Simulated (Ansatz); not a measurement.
# From PBE to G0W0: RbBr (Fm-3m)

Aim: the quasiparticle gap of RbBr (Fm-3m), starting from PBE.

Method: PBE, then G0W0 on it, plane waves, PAW, in Ansatz 0.2.0.

Report form: the programs' logs are mostly left out.

The database entry behind the starting cell differs from later determinations by our own check (about 0.5 % short), so it need not match the best structure at ambient conditions.

In doubt: masses and optical values from hybrid runs of this build are listed as unsure (in some of the runs), which bears on the screening that GW takes from such a start.

### 1. Starting point

The structure is cubic, space group Fm-3m (No. 225). Conventional cell: a = 6.854 Å, b = 6.854 Å, c = 6.854 Å, α = 90.00°, β = 90.00°, γ = 90.00°. Nearest to Rb lie 6 Br at 3.43 Å. Nearest to Br lie 6 Rb at 3.43 Å. Farther neighbours and most contacts between anions are not listed.

Coordinates:

```cif
data_structure
_symmetry_space_group_name_H-M 'Fm-3m'
_symmetry_Int_Tables_number 225
_cell_length_a 6.8540
_cell_length_b 6.8540
_cell_length_c 6.8540
_cell_angle_alpha 90.000
_cell_angle_beta 90.000
_cell_angle_gamma 90.000
_cell_volume 321.98
loop_
_atom_site_label
_atom_site_type_symbol
_atom_site_symmetry_multiplicity
_atom_site_Wyckoff_symbol
_atom_site_fract_x
_atom_site_fract_y
_atom_site_fract_z
_atom_site_occupancy
Rb1 Rb 4 a 0.00000 0.00000 0.00000 1
Br1 Br 4 b 0.50000 0.00000 0.00000 1
```

The cell and positions come from the Crystallography Open Database and are kept as given unless a step says otherwise.

### 2. Bands along the symmetry lines

Levels along a band path and on the mesh show where this functional puts the band edges.

This step: DFT, PBE, plane waves, PAW; PAW set soft_1.

The input, input.yaml:

```yaml
crystal:
  lattice:
    - [0.0, 3.427, 3.427]
    - [3.427, 0.0, 3.427]
    - [3.427, 3.427, 0.0]
  atoms:
    - { symbol: Rb, position: [0.0, 0.0, 0.0] }
    - { symbol: Br, position: [0.5, 0.5, 0.5] }
kpoints:
  mp_grid: { grid: [6, 6, 6] }
  band_path:
    path:
      - [[0.0, 0.0, 0.0], [0.5, 0.0, 0.5], [0.625, 0.25, 0.625]]
      - [[0.375, 0.375, 0.75], [0.0, 0.0, 0.0], [0.5, 0.5, 0.5], [0.5, 0.25, 0.75], [0.5, 0.0, 0.5]]
    npoints: 10
hamiltonian:
  xc: pbe
  pseudopotentials: { kind: paw, azcp: { folder: soft_1 } }
scf:
  occupations: { method: fermi_dirac, width: 0.02 }
  n_extra_bands: 4
output:
  eigenvalues: true
```

The run is started by

```bash
ansatz run input.yaml --threads 24 --pin off --max-ram 82944MiB --backend cuda --events-out ev --progress --plain --runs-dir out --devices 1 --max-vram 78GiB
```

Wall time 1.4 s (1 × NVIDIA GB200 (shared by 2 runs) with 24 threads of Arm Neoverse V2, shared host); peak memory 1 GiB; 1.7 s of CPU time.

This step gave:

```
filled bands         : 8
gap                  : 4.364 eV
valence top at       : Γ
conduction bottom at : Γ
least direct gap     : 4.364 eV
```

Over mesh and path the gap is 4.364 eV, direct, at k = Γ.

The electronic bands at the labelled points (eV, zero at the top of the highest nominally filled band; v1 is the highest filled band, c1 the lowest empty one):

| point | v4 | v3 | v2 | v1 | c1 | c2 | c3 | c4 |
| --- | --- | --- | --- | --- | --- | --- | --- | --- |
| Γ | -8.49 | 0.00 | 0.00 | 0.00 | 4.36 | 7.28 | 7.28 | 7.28 |
| halfway | -8.49 | -0.60 | -0.10 | -0.10 | 5.72 | 6.24 | 8.62 | 8.76 |
| X | -8.56 | -0.47 | -0.16 | -0.16 | 5.61 | 7.13 | 9.20 | 9.21 |
| halfway | -8.55 | -0.46 | -0.26 | -0.19 | 5.81 | 7.40 | 8.82 | 9.28 |
| U | -8.52 | -0.49 | -0.41 | -0.26 | 6.35 | 8.13 | 8.16 | 8.86 |
| jump to K | -8.52 | -0.49 | -0.41 | -0.26 | 6.35 | 8.13 | 8.16 | 8.86 |
| halfway | -8.46 | -0.67 | -0.28 | -0.15 | 6.03 | 6.98 | 8.06 | 8.80 |
| Γ | -8.49 | 0.00 | 0.00 | 0.00 | 4.36 | 7.28 | 7.28 | 7.28 |
| halfway | -8.47 | -0.56 | -0.18 | -0.18 | 5.63 | 7.15 | 8.00 | 8.00 |
| L | -8.44 | -0.99 | -0.35 | -0.35 | 6.81 | 7.72 | 9.49 | 9.49 |
| halfway | -8.47 | -0.76 | -0.35 | -0.33 | 6.97 | 7.42 | 8.87 | 8.99 |
| W | -8.47 | -0.49 | -0.35 | -0.35 | 7.08 | 7.08 | 8.27 | 8.62 |
| halfway | -8.52 | -0.44 | -0.33 | -0.22 | 6.02 | 7.60 | 8.43 | 9.14 |
| X | -8.56 | -0.47 | -0.16 | -0.16 | 5.61 | 7.13 | 9.20 | 9.21 |

### 3. The quasiparticle correction

G0W0 replaces the xc potential by a self-energy built once from the orbitals of the start. Levels are corrected in the window of bands that the input names, at points of the mesh.

This step: G0W0 on PBE, plane waves, PAW; PAW set soft_1.

input.yaml, the sections that differ from step 2:

```yaml
kpoints:
  mp_grid: { grid: [4, 4, 4] }
scf:
  occupations: { method: fixed }
gw:
  n_empty_bands: 516
  ecut_chi: 200.0
  qp_bands: [v2, c2]
  qp_kpoints: band_edges
  screening: { model: contour_deformation }
# crystal, hamiltonian: as in step 2
# output: removed
```

Wall time 4.9 s (1 × NVIDIA GB200 (shared by 2 runs) with 24 threads); peak memory 1.8 GiB.

Numbers from this step:

* bands summed: 524
* RPA ε∞ on this mesh (eigenvalues): 2.358, 2.358, 2.358
* plane waves in the screening matrix: 531
* q-points in the mesh: 64
* G0W0 gap over the corrected points: 6.906 eV
* k of the valence top: 0, 0, 0
* k of the conduction bottom: 0, 0, 0
* starting gap on the mesh: 4.364 eV
* Z at the valence top: 0.8018
* Z at the conduction bottom: 0.8622
* least direct G0W0 gap over the corrected points: 6.906 eV

Over all 8 irreducible mesh points the G0W0 gap is 6.906 eV, direct, at k = Γ. The PBE gap of this run on the mesh is 4.364 eV. The two states that bound the G0W0 gap lie that far apart at the start, so the correction of the gap is 6.906 − 4.364 = +2.542 eV. The start of this run differs from the step before in mesh (6×6×6 and 4×4×4).

Labels follow the order of the start: v1 is the top filled band, c1 the lowest empty one; levels that stay degenerate share a row, the window can cut a multiplet, doubted levels are not marked in this list, bands outside the window were not corrected, and the list may be a part of the corrected levels. Levels before and after the correction, in eV, zero at the valence-band top of each column:

```csv
,conduction bottom,valence top
Kohn-Sham,4.36,0.00
G0W0,6.91,0.00
```

|  | level | occupation | energy (eV) |
| --- | --- | --- | --- |
| Kohn-Sham | Γ v2-v1 | 2 | 0.000 |
| Kohn-Sham | Γ c1 | 0 | 4.364 |
| Kohn-Sham | Γ c2 | 0 | 7.282 |
| G0W0 | Γ v2-v1 | 2 | 0.000 |
| G0W0 | Γ c1 | 0 | 6.906 |
| G0W0 | Γ c2 | 0 | 10.227 |

The parts of the quasiparticle energy for the two states that bound the G0W0 gap, in eV on the run's own scale (QP = start + Σx + Σc − Vxc, with Σc at the quasiparticle energy):

```csv
edge,k,band,start,Σx,Σc,Vxc,Z,QP
valence top,Γ,7,1.246,−19.363,1.880,−15.450,0.802,−0.786
conduction bottom,Γ,9,5.611,−4.175,−2.998,−7.681,0.862,6.119
```

### 4. Spin-orbit coupling in PBE

This run has two-component orbitals with spin-orbit coupling.

This step: DFT, PBE with spin-orbit coupling, plane waves, PAW; PAW set soft_1.

The input, input.yaml:

```yaml
crystal:
  lattice:
    - [0.0, 3.427, 3.427]
    - [3.427, 0.0, 3.427]
    - [3.427, 3.427, 0.0]
  atoms:
    - { symbol: Rb, position: [0.0, 0.0, 0.0] }
    - { symbol: Br, position: [0.5, 0.5, 0.5] }
kpoints:
  mp_grid: { grid: [6, 6, 6] }
  band_path:
    path:
      - [0.0, 0.0, 0.0]
      - [0.5, 0.0, 0.5]
      - [0.625, 0.25, 0.625]
      - [0.375, 0.375, 0.75]
      - [0.5, 0.5, 0.5]
      - [0.5, 0.25, 0.75]
    npoints: 1
hamiltonian:
  xc: pbe
  pseudopotentials: { kind: paw_fr, azcp: { folder: soft_1 } }
scf:
  occupations: { method: fixed }
  n_extra_bands: 8
magnetization:
  noncollinear: true
  spin_orbit: true
output:
  eigenvalues: true
```

The job ended after 1.1 s (1 × NVIDIA GB200 (shared by 2 runs) with 24 threads; peak memory 1 GiB; 3.2 s of CPU time).

This step gave:

| Property | Result |
| --- | --- |
| gap | 4.203 eV |
| valence top at | Γ |
| conduction bottom at | Γ |
| least direct gap | 4.203 eV |

Over mesh and listed points the gap is 4.203 eV, direct, at k = Γ. PBE+SOC against PBE: 4.203 − 4.364 = −0.161 eV, with the same mesh, set of files (read in its fully relativistic form for the spin-orbit run) and cutoff, and both edges at the same k points. The spin-orbit run sees mesh and listed points alone, so its gap is an upper bound: the coupling can move an edge off these points, and the change over the zone, its sign included where it is small, is not known.

### 5. Side by side

Each gap is the least one over the points named; times are wall times on shared hosts, not benchmarks. A G0W0 time includes the run's own self-consistent start. Runs with listed points see these and the mesh alone, so an edge that moves elsewhere is missed. Rows marked * are further runs, not shown as steps, whose inputs differ from the G0W0 step on the same start in the columns given; solver thresholds can differ too.

```csv
level,mesh,"files, cutoff","bands summed, screening",points,gap (eV),valence top,conduction bottom,least direct gap (eV),time
PBE,6×6×6,"soft_1 PAW, 420 eV",-,mesh and path,4.364,Γ,Γ,4.364,1.4 s
PBE+SOC,6×6×6,"soft_1 PAW, 420 eV",-,mesh and listed points,4.203,Γ,Γ,4.203,1.1 s
G0W0@PBE*,4×4×4,"soft_1 PAW, 420 eV","92, 60 eV",all 8 irreducible mesh points,6.539,Γ,Γ,6.539,1.8 s
G0W0@PBE*,4×4×4,"soft_1 PAW, 420 eV","248, 120 eV",all 8 irreducible mesh points,6.789,Γ,Γ,6.789,2 s
G0W0@PBE,4×4×4,"soft_1 PAW, 420 eV","524, 200 eV",all 8 irreducible mesh points,6.906,Γ,Γ,6.906,4.9 s
G0W0@PBE*,4×4×4,"soft_1 PAW, 420 eV","248, 120 eV, plasmon pole",all 8 irreducible mesh points,6.788,Γ,Γ,6.788,2.7 s
```

### 6. What came out

| Quantity | Value |
| --- | --- |
| PBE gap over mesh and path | 4.364 eV, direct, at k = Γ |
| G0W0@PBE gap over all 8 irreducible mesh points | 6.906 eV, direct, at k = Γ |
| PBE+SOC gap over mesh and listed points | 4.203 eV |
| GW settings | 4×4×4 mesh, 516 empty bands, screening to 200 eV, PAW set soft_1 files |
| known limits | finite bands, screening cutoff and k mesh; no spin-orbit coupling in G0W0 |

What this shows: Over all 8 irreducible mesh points the G0W0 gap is 6.906 eV, direct, at k = Γ. The PBE gap of this run on the mesh is 4.364 eV. The two states that bound the G0W0 gap lie that far apart at the start, so the correction of the gap is 6.906 − 4.364 = +2.542 eV. The valence state moves by −0.786 − 1.246 = −2.032 eV and the conduction state by 6.119 − 5.611 = +0.508 eV, on the run's own scale; with 92 bands the edge states move by −1.544 and +0.630 eV, so the split between the edges depends on the bands and cutoff. Both edges that PBE shows over mesh and path lie at k points where levels were corrected. Levels at other points were not corrected, so a lower G0W0 gap elsewhere in the zone is not ruled out. From 92 bands and 60 eV to 524 bands and 200 eV the gap moves by 6.906 − 6.539 = +0.367 eV (rung by rung 6.539, 6.789, 6.906 eV); bands and screening cutoff rise together, so their parts are not told apart. A line in one over the bands through the two highest rungs gives 6.906 + (6.906 − 6.789) × 248 / (524 − 248) = 7.011 eV, and through the pair below 6.789 + (6.789 − 6.539) × 92 / (248 − 92) = 6.936 eV. The two differ by 0.075 eV, not under the 0.030 eV asked, so the law does not hold well over these rungs and the limit is not known. With the plasmon pole model in place of the contour deformation model and all else as in the G0W0@PBE row with 248 bands, the gap differs by 6.788 − 6.789 = −0.001 eV. G0W0 on other starts in this series, not shown as steps and not all at these settings: 7.324 eV on HSE06 (4×4×4, soft_1 PAW, 248 bands, 120 eV) and 7.540 eV on PBE0 (4×4×4, soft_1 PAW, 248 bands, 120 eV). PBE+SOC against PBE: 4.203 − 4.364 = −0.161 eV, with the same mesh, set of files (read in its fully relativistic form for the spin-orbit run) and cutoff, and both edges at the same k points. The spin-orbit run sees mesh and listed points alone, so its gap is an upper bound: the coupling can move an edge off these points, and the change over the zone, its sign included where it is small, is not known. What spin-orbit coupling does to the G0W0 levels was not computed, so no sum with the G0W0 gap is formed. The G0W0 runs are scalar-relativistic. No pair of G0W0 runs that differ in the mesh alone is shown (4×4×4 is a supercell whose nearest images lie 19 Å apart), so the error from the mesh is not known here. G0W0@PBE runs of this series with other atomic data on the same mesh, not shown as steps, give 6.806 eV (hard PAW, 680 eV, 253 bands, screening to 120 eV; the table's row with the same empty bands and screening cutoff has 6.789 eV); where bands and cutoffs differ too, the part of the files is not isolated.

[Paths, hosts, dates, memory and timing lines, banners, echoed tables and standing remarks are left out of the program output.]

[Logs are printed without paths, hosts, clocks, repeated set-up lines and the standing remarks that a program may print on its own settings, such as how far it seeks lower states.]

[Runs of the session that timed out or met a known fault of the program may be left out.]

[Cells called generated may have been cut or substituted from an entry of the Crystallography Open Database or the Materials Project.]

[Hosts, paths, dates, database ids (printed as entryN), source tags and the programs' standing remarks are cut or masked in the printed files.]

[Where an RPA ε∞ is given, it is that of the G0W0 mesh and is not shown converged in it. Names of k-points follow the symmetry that the program found, which can be lower than the space group named. Band edges on a path are those of the sampled points; other points can move an edge, and change direct to indirect where valleys lie close.]

[Hybrid gaps are those of their k-mesh and are not shown converged in it.]
